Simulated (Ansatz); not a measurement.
Bi2Te3 (Tellurobismuthite):

```
CELL_PARAMETERS angstrom
2.19300 1.26613 10.16567
-2.19300 1.26613 10.16567
0.00000 -2.53226 10.16567
ATOMIC_POSITIONS crystal
Bi 0.60000 0.60000 0.60000
Bi 0.40000 0.40000 0.40000
Te 0.79050 0.79050 0.79050
Te 0.20950 0.20950 0.20950
Te 0.00000 0.00000 0.00000
```

Base run:

```yaml
Program: Ansatz 0.2.0
Functional: PBEsol
Potentials_or_basis: Ansatz PAW
Cutoff: "420 eV (not typed: the program's choice for these potentials)"
k_mesh: 7 × 7 × 7
Occupations: fermi-dirac, width 0.05 eV
Spin: no spin polarisation
```

Its results: band gap on the k mesh 0.24 eV, direct; pressure -0.6 GPa; largest force 0.114 eV/Å.

Task: After a change of settings the same cell gave: band gap on the k mesh 0.21 eV, direct; pressure -1.8 GPa; largest force 0.187 eV/Å. Which change was it?
A. functional from PBEsol to revPBE
B. functional from PBEsol to BLYP
C. functional from PBEsol to LDA
D. functional from PBEsol to RPBE

Result: C.

LDA binds more tightly than PBEsol, so the same cell stands under less pressure.

Caveats: spin-orbit coupling is left out, which as a rule narrows the gap of such compounds by several tenths of an eV; the PAW data sets come from PBE, with cores solved anew for the run's functional, which leaves a small shift of forces and pressure.

Runs at the PBE level aren't shown here.
